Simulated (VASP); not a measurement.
# PbSe (Clausthalite) (Fm-3m) in VASP: further runs

One crystal, PbSe (Clausthalite), is run at these levels: PBE, PBE+D3; tasks: single point, relaxation of cell and atoms.

All numbers are computed with VASP 6.6.1; they aren't measurements. Logs are shortened: lines on timing, memory, paths and dates and some standing lists are left out, and cuts for length are marked.

**Measured values to compare with.**

A printed reference work, monograph reports, for a bulk crystal of PbSe at 300 K: band gap 0.28 eV (direct).

How close the calculation comes is told below.

### 1 The crystal as given

The structure is cubic, space group Fm-3m (No. 225). Conventional cell: a = 6.121 Å, b = 6.121 Å, c = 6.121 Å, α = 90.00°, β = 90.00°, γ = 90.00°. Around Pb (site symmetry m-3m) lie 6 Se at 3.06 Å. Se (site symmetry m-3m) is surrounded by 6 Pb at 3.06 Å.

### 2 Single point, PBE

Input file INCAR:

```
PREC     = Accurate       # precision mode
ENCUT    = 520            # plane-wave cutoff, eV
EDIFF    = 1E-6           # SCF threshold, eV
ISMEAR   = 0              # smearing method
SIGMA    = 0.028000000000000004 # smearing width, eV
LREAL    = F              # projectors in reciprocal space
LASPH    = T              # aspherical terms in the spheres
NELM     = 80             # most SCF steps
ALGO     = Normal         # electronic algorithm
ISIF     = 2              # what is computed and relaxed
LWAVE    = F              # write WAVECAR
LCHARG   = T              # write CHGCAR
GGA      = PE             # functional
LELF     = T              # ELF
LVHAR    = T
```

Input file KPOINTS:

```
regular mesh
0
Gamma
  8 8 8
```

Input file POSCAR:

```
PbSe
1.0
    0.0000000000      3.0606500000      3.0606500000
    3.0606500000      0.0000000000      3.0606500000
    3.0606500000      3.0606500000      0.0000000000
Pb Se
1 1
Direct
    0.0000000000      0.0000000000      0.0000000000
    0.5000000000      0.5000000000      0.5000000000
```

Potentials or basis: VASP PAW PBE potentials, release 64 (Pb_d, Se).

The run is started by

```
> cat potpaw_PBE.64/Pb_d/POTCAR potpaw_PBE.64/Se/POTCAR > POTCAR
> mpirun -np 1 vasp_std > vasp.out
```

OUTCAR:

```text
PREC = Accurate
   ENCUT = 520
   EDIFF = 1E-6
   ISMEAR = 0
   LREAL = F
   LASPH = T
   NELM = 80
   ISIF = 2
   GGA = PE

 ion  position               nearest neighbor table
   1  0.000  0.000  0.000-   2 3.06   2 3.06   2 3.06   2 3.06   2 3.06   2 3.06
   2  0.500  0.500  0.500-   1 3.06   1 3.06   1 3.06   1 3.06   1 3.06   1 3.06

  LATTYP: Found a face centered cubic cell.
 ALAT       =     6.1213000000

  Lattice vectors:

 A1 = (   0.0000000000,   3.0606500000,   3.0606500000)
 A2 = (   3.0606500000,   0.0000000000,   3.0606500000)
 A3 = (   3.0606500000,   3.0606500000,   0.0000000000)

Analysis of symmetry for initial positions (statically):
=====================================================================
 Subroutine PRICEL returns:
 Original cell was already a primitive cell.

 Routine SETGRP: Setting up the symmetry group for a
 face centered cubic supercell.

 Subroutine GETGRP returns: Found 48 space group operations
 (whereof 48 operations were pure point group operations)
 out of a pool of 48 trial point group operations.

The static configuration has the point symmetry O_h .

Analysis of symmetry for dynamics (positions and initial velocities):
=====================================================================
 Subroutine PRICEL returns:
 Original cell was already a primitive cell.

 Routine SETGRP: Setting up the symmetry group for a
 face centered cubic supercell.

 Subroutine GETGRP returns: Found 48 space group operations
 (whereof 48 operations were pure point group operations)
 out of a pool of 48 trial point group operations.

The dynamic configuration has the point symmetry O_h .

 Subroutine INISYM returns: Found 48 space group operations
 (whereof 48 operations are pure point group operations),
 and found     1 'primitive' translations

----------------------------------------------------------------------------------------

                                     Primitive cell

  volume of cell :      57.3418

  direct lattice vectors                    reciprocal lattice vectors
     0.000000000  3.060650000  3.060650000    -0.163363991  0.163363991  0.163363991
     3.060650000  0.000000000  3.060650000     0.163363991 -0.163363991  0.163363991
     3.060650000  3.060650000  0.000000000     0.163363991  0.163363991 -0.163363991

  length of vectors
     4.328412740  4.328412740  4.328412740     0.282954733  0.282954733  0.282954733

  position of ions in fractional coordinates (direct lattice)
     0.000000000  0.000000000  0.000000000
     0.500000000  0.500000000  0.500000000

  ion indices of the primitive-cell ions
   primitive index   ion index
                 1           1
                 2           2

----------------------------------------------------------------------------------------

 KPOINTS: regular mesh

Automatic generation of k-mesh.
 Grid dimensions read from file:
 generate k-points for:    8    8    8

 Generating k-lattice:

  Cartesian coordinates                     Fractional coordinates (reciprocal lattice)
    -0.020420499  0.020420499  0.020420499     0.125000000  0.000000000  0.000000000
     0.020420499 -0.020420499  0.020420499     0.000000000  0.125000000  0.000000000
     0.020420499  0.020420499 -0.020420499     0.000000000  0.000000000  0.125000000

  Length of vectors
     0.035369342  0.035369342  0.035369342

  Shift w.r.t. Gamma in fractional coordinates (k-lattice)
     0.000000000  0.000000000  0.000000000

 Subroutine IBZKPT returns following result:
 ===========================================

 Found     29 irreducible k-points:

 Following reciprocal coordinates:
            Coordinates               Weight
  0.000000  0.000000  0.000000      1.000000
  0.125000  0.000000  0.000000      8.000000
  0.250000  0.000000  0.000000      8.000000
  0.375000  0.000000  0.000000      8.000000
  0.500000  0.000000  0.000000      4.000000
  0.125000  0.125000  0.000000      6.000000
[... 16 lines left out ...]
  0.500000  0.250000  0.125000     48.000000
 -0.375000  0.250000  0.125000     24.000000
 [... further k-points ...]
   k-points           NKPTS =     29   k-points in BZ     NKDIM =     29   number of bands    NBANDS=     14
   number of dos      NEDOS =    301   number of ions     NIONS =      2
   total plane-waves  NPLWV =  32768
   dimension x,y,z NGX =    32 NGY =   32 NGZ =   32
   dimension x,y,z NGXF=    64 NGYF=   64 NGZF=   64
   ions per type =               1   1
   NGX,Y,Z   is equivalent  to a cutoff of  12.29, 12.29, 12.29 a.u.
   NGXF,Y,Z  is equivalent  to a cutoff of  24.58, 24.58, 24.58 a.u.
 SYSTEM =  unknown system
   PREC   = accura    normal or accurate (medium, high low for compatibility)
   ISTART =      0    job   : 0-new  1-cont  2-samecut
   ICHARG =      2    charge: 1-file 2-atom 10-const
   ISPIN  =      1    spin polarized calculation?
   LNONCOLLINEAR =      F non collinear calculations
   LSORBIT =      F    spin-orbit coupling
   LASPH  =      T    aspherical Exc in radial PAW
   ENCUT  =  520.0 eV  38.22 Ry    6.18 a.u.   8.05  8.05  8.05*2*pi/ulx,y,z
   NELM   =     80;   NELMIN=  2; NELMDL= -5     # of ELM steps
   EDIFF  = 0.1E-05   stopping-criterion for ELM
   LREAL  =      F    real-space projection
   EDIFFG = 0.1E-04   stopping-criterion for IOM
   NSW    =      0    number of steps for IOM
   IBRION =     -1    ionic relax: 0-MD 1-quasi-New 2-CG
   NFREE  =      0    steps in history (QN), initial steepest desc. (CG)
   ISIF   =      2    stress and relaxation
   ISYM   =      2    0-nonsym 1-usesym 2-fastsym
   POTIM  = 0.5000    time-step for ionic-motion
   TEBEG  =    0.0;   TEEND  =   0.0 temperature during run
   PSTRESS=    0.0 pullay stress
   NELECT =      20.0000    total number of electrons
   NUPDOWN=      -1.0000    fix difference up-down
   EMIN   =  10.00;   EMAX   =-10.00  energy-range for DOS
   EFERMI =   0.00;   METHOD = LEGACY
   ISMEAR =     0;   SIGMA  =   0.03  broadening in eV -4-tet -1-fermi 0-gaus
   EFERMI_NEDOS =   21; number of points for ismear=-14 and -15
   IALGO  =     38    algorithm
   IMIX   =      4    mixing-type and parameters
     AMIX     =   0.40;   BMIX     =  1.00
     AMIX_MAG =   1.60;   BMIX_MAG =  1.00
  volume/ion in A,a.u.               =      28.67       193.48
  Fermi-wavevector in a.u.,A,eV,Ry     =   1.152377  2.177676 18.068159  1.327972
  Thomas-Fermi vector in A             =   2.289028
   LORBIT       =      0    0 simple, 1 ext, 2 COOP (PROOUT), +10 PAW based schemes
   GGA     = PE    functional components
   LHFCALC =     F    Hartree Fock is set to
   AEXX    =    0.0000 exact exchange contribution
   IVDW    =     0    specifies the selected vdW correction
   LEPSILON=     F    determine dielectric tensor
   LRPA    =     F    only Hartree local field effects (RPA)
 non-spin polarized calculation
 Gauss-broadening in eV      SIGMA  =   0.03
  energy-cutoff  :      520.00
  volume of cell :       57.34
 maximum number of plane-waves:      1572
   NGX = 17   NGY = 17   NGZ = 17

 number of electron      20.0000000 magnetization

 Free energy of the ion-electron system (eV)
  ---------------------------------------------------
  ext. energy  EPLUGINS =         0.00000000
  ---------------------------------------------------
  free energy    TOTEN  =        -8.17833450 eV

  energy without entropy =       -8.17833450  energy(sigma->0) =       -8.17833450

 E-fermi :   5.2221     XC(G=0):  -9.5302

 val. band max:        5.0696668780   @ k =   0.5000   0.0000   0.0000
 cond. band min:       5.3611323143   @ k =   0.5000   0.0000   0.0000
 fundamental gap:      0.2914654363
 Fermi energy:         5.2221421656

 k-point     1 :       0.0000    0.0000    0.0000
  band No.  band energies     occupation
      1     -11.7676      2.00000
      2     -11.7676      2.00000
      3     -11.7676      2.00000
      4     -11.7636      2.00000
      5     -11.7636      2.00000
      6      -8.5252      2.00000
      7      -1.2352      2.00000
      8       3.1903      2.00000
      9       3.1903      2.00000
     10       3.1903      2.00000
     11       9.7808      0.00000
     12       9.7808      0.00000
     13       9.7808      0.00000
     14      11.5849      0.00000

 k-point     2 :       0.1250    0.0000    0.0000
  band No.  band energies     occupation
      1     -11.7683      2.00000
      2     -11.7683      2.00000
      3     -11.7671      2.00000
      4     -11.7618      2.00000
      5     -11.7618      2.00000
      6      -8.4069      2.00000
      7      -1.6298      2.00000
      8       3.2314      2.00000
      9       3.2314      2.00000
     10       3.4670      2.00000
     11       8.7177      0.00000
     12       9.1046      0.00000
     13       9.1046      0.00000
     14      11.4063      0.00000

 k-point     3 :       0.2500    0.0000    0.0000
  band No.  band energies     occupation
      1     -11.7766      2.00000
      2     -11.7766      2.00000
      3     -11.7659      2.00000
      4     -11.7505      2.00000
      5     -11.7505      2.00000
      6      -8.0819      2.00000
      7      -2.5009      2.00000
      8       3.3512      2.00000
      9       3.3512      2.00000
     10       4.0226      2.00000
     11       7.2306      0.00000
     12       7.9819      0.00000
     13       7.9819      0.00000
     14      11.5998      0.00000
[... 324 lines left out ...]
 k-point    23 :       0.5000    0.2500    0.1250
  band No.  band energies     occupation
      1     -11.8159      2.00000
      2     -11.7730      2.00000
      3     -11.7634      2.00000
      4     -11.7434      2.00000
      5     -11.7357      2.00000
      6      -7.4429      2.00000
      7      -3.1730      2.00000
      8       1.8259      2.00000
      9       2.5813      2.00000
     10       4.0324      2.00000
     11       6.7878      0.00000
     12       8.1961      0.00000
     13       9.2777      0.00000
     14      11.7141      0.00000

 k-point    24 :      -0.3750    0.2500    0.1250
  band No.  band energies     occupation
      1     -11.8205      2.00000
      2     -11.7760      2.00000
      3     -11.7568      2.00000
      4     -11.7469      2.00000
      5     -11.7319      2.00000
      6      -7.2659      2.00000
      7      -3.4064      2.00000
      8       1.8195      2.00000
      9       2.1973      2.00000
     10       4.2452      2.00000
     11       6.4624      0.00000
     12       8.4967      0.00000
     13       9.1725      0.00000
     14      12.6874      0.00000

 [... further k-points ...]

------------------------ aborting loop because EDIFF is reached ----------------------------------------

  FORCE on cell =-STRESS in cart. coord.  units (eV):
  Direction    XX          YY          ZZ          XY          YZ          ZX
  --------------------------------------------------------------------------------------
  -------------------------------------------------------------------------------------
  Total        0.8598254      0.8598254      0.8598254      0.0000000     -0.0000000      0.0000000
  in kB       24.0242494     24.0242494     24.0242494      0.0000000     -0.0000000      0.0000000
  external PRESSURE =      24.0242494 kB  Pullay stress =       0.0000000 kB

 VOLUME and BASIS-vectors are now :
 -----------------------------------------------------------------------------
  energy-cutoff  :      520.00
  volume of cell :       57.34
      direct lattice vectors                 reciprocal lattice vectors
     0.000000000  3.060650000  3.060650000    -0.163363991  0.163363991  0.163363991
     3.060650000  0.000000000  3.060650000     0.163363991 -0.163363991  0.163363991
     3.060650000  3.060650000  0.000000000     0.163363991  0.163363991 -0.163363991

 POSITION                                       TOTAL-FORCE (eV/Angst)
 -----------------------------------------------------------------------------------
      0.00000      0.00000      0.00000        -0.000000      0.000000     -0.000000
      3.06065      3.06065      3.06065         0.000000     -0.000000      0.000000
 -----------------------------------------------------------------------------------
    total drift:                                0.000000     -0.000000     -0.000000

  FREE ENERGIE OF THE ION-ELECTRON SYSTEM (eV)
  ---------------------------------------------------
  free  energy   TOTEN  =        -8.1783344958 eV

  energy  without entropy=       -8.1783344958  energy(sigma->0) =       -8.17833450
```

Wall time 18 s (1 thread of Intel Xeon Platinum 8175M at 2.50GHz (Skylake/Cascade Lake), shared host); peak memory 0.18 GiB.

Results:

```yaml
Free_energy: -8.1783 eV
Pressure: 2.4 GPa
Band_gap_on_the_k_mesh: 0.29 eV, direct
```

Caveat: spin-orbit coupling is left out, which as a rule narrows the gap of such compounds by several tenths of an eV.

### 3 Relaxation of cell and atoms, PBE+D3

Input file INCAR:

```
ALGO     = Normal         # electronic algorithm
EDIFF    = 1E-6           # SCF threshold, eV
EDIFFG   = -0.01          # ionic threshold
ENCUT    = 600            # plane-wave cutoff, eV
GGA      = PE             # functional
IBRION   = 2              # ionic algorithm
ISIF     = 3              # what is computed and relaxed
ISMEAR   = -1             # smearing method
IVDW     = 11             # dispersion correction
LASPH    = True           # aspherical terms in the spheres
LCHARG   = False          # write CHGCAR
LREAL    = False          # projectors in reciprocal space
LWAVE    = False          # write WAVECAR
NELM     = 80             # most SCF steps
NSW      = 40             # ionic steps
PREC     = Accurate       # precision mode
SIGMA    = 0.05           # smearing width, eV
```

Input file KPOINTS:

```
k-points
0
Gamma
  8 8 8
```

POSCAR is that of step 2.

Potentials or basis: VASP PAW PBE potentials, release 64 (Pb_d, Se).

The run is started by

```
> cat potpaw_PBE.64/Pb_d/POTCAR potpaw_PBE.64/Se/POTCAR > POTCAR
> mpirun -np 1 vasp_std > vasp.out
```

It took 81 s on 1 thread of Intel Xeon Platinum 8175M at 2.50GHz (Skylake/Cascade Lake), shared host; peak memory 0.22 GiB.

The run converged. Its results:

| Quantity | Value |
| --- | --- |
| Free energy | -8.6624 eV |
| Relaxed volume | 29.40 Å³/atom |
| Relaxed cell | a = 4.365 Å, b = 4.365 Å, c = 4.365 Å, α = 60.00°, β = 60.00°, γ = 60.00° |
| Space group after relaxing (to 0.05 Å) | Fm-3m (No. 225) |
| Energy gained by relaxing | 2.8 meV/atom |
| Ionic steps | 3 |
| Pressure after relaxing | 0.0 GPa |
| Band gap on the k mesh | 0.37 eV, direct |
| Dispersion energy per atom | -0.234 eV |

The path:
```tsv
step	energy change (eV)	largest force (eV/Å)	pressure (GPa)	volume (Å³)
1	0.0000	0.0000	1.27	57.34
2	-0.0052	0.0000	-0.37	59.24
3	-0.0057	0.0000	0.01	58.80
```

Final structure:
```
CELL_PARAMETERS angstrom
0.00000 3.08634 3.08634
3.08634 0.00000 3.08634
3.08634 3.08634 0.00000
ATOMIC_POSITIONS crystal
Pb 0.00000 0.00000 0.00000
Se 0.50000 0.50000 0.50000
```

Levels at points of the mesh, in eV from the valence-band top:
```
           k point  band 7  band 8  band 9  band 10  band 11  band 12  band 13  band 14
(0.00, 0.00, 0.00)   -6.32   -1.75   -1.75    -1.75     4.67     4.67     4.67     6.59
(0.50, 0.00, 0.00)   -8.65   -1.36   -1.36     0.00     0.37     1.77     1.77     8.54
(0.50, 0.50, 0.00)   -7.32   -4.76   -3.06    -3.06     3.82     5.53     5.53     5.96
```

Caveat: spin-orbit coupling is left out, which as a rule narrows the gap of such compounds by several tenths of an eV.

### 4 The reference run

An earlier run on the cell as given: functional PBEsol; potentials or basis VASP PAW PBE potentials, release 64 (Pb_d, Se); cutoff 520 eV; k mesh 8 × 8 × 8; occupations fermi-dirac, width 0.05 eV; no spin polarisation.

- Pressure: -0.5 GPa
- Band gap on the k mesh: 0.20 eV, direct

### 5 Summary

| task | level | cell | cutoff (eV) | smearing | ladder | gap on the mesh (eV) | pressure (GPa) |
| --- | --- | --- | --- | --- | --- | --- | --- |
| single point | PBE | as given | 520 | gaussian 0.028 eV | - | 0.29 | 2.4 |
| relaxation of cell and atoms | PBE+D3 | relaxed | 600 | fermi-dirac 0.05 eV | - | 0.37 | 0.0 |
| single point | PBEsol | as given | 520 | fermi-dirac 0.05 eV | free | 0.20 | -0.5 |

Alike in all rows: potentials or basis VASP PAW PBE potentials, release 64 (Pb_d, Se); no spin polarisation; k mesh 8 × 8 × 8.

Caveats: spin-orbit coupling is left out, which as a rule narrows the gap of such compounds by several tenths of an eV; the PAW data sets were made with another functional, which shifts forces and pressure a little (some runs).

Absolute energies hang on the potentials; compare differences alone.

### 6 Comparison with measurements

Step 2. Measured gap of PbSe: 0.28 eV (direct; 300 K; a printed reference work, monograph). This calculation gives 0.29 eV (+0.01 eV). 2 values of this kind are on record (0.15 to 0.28 eV); this one was drawn at random. Spin-orbit coupling on Pb, Se is left out. The value is that of PBE on a finite k mesh, which can miss the band edges, without temperature or zero-point motion.

Step 3. The cell as given is a measured one (28.67 Å³/atom); PBE+D3 puts the equilibrium volume +2.5 % from it, thermal expansion not counted.
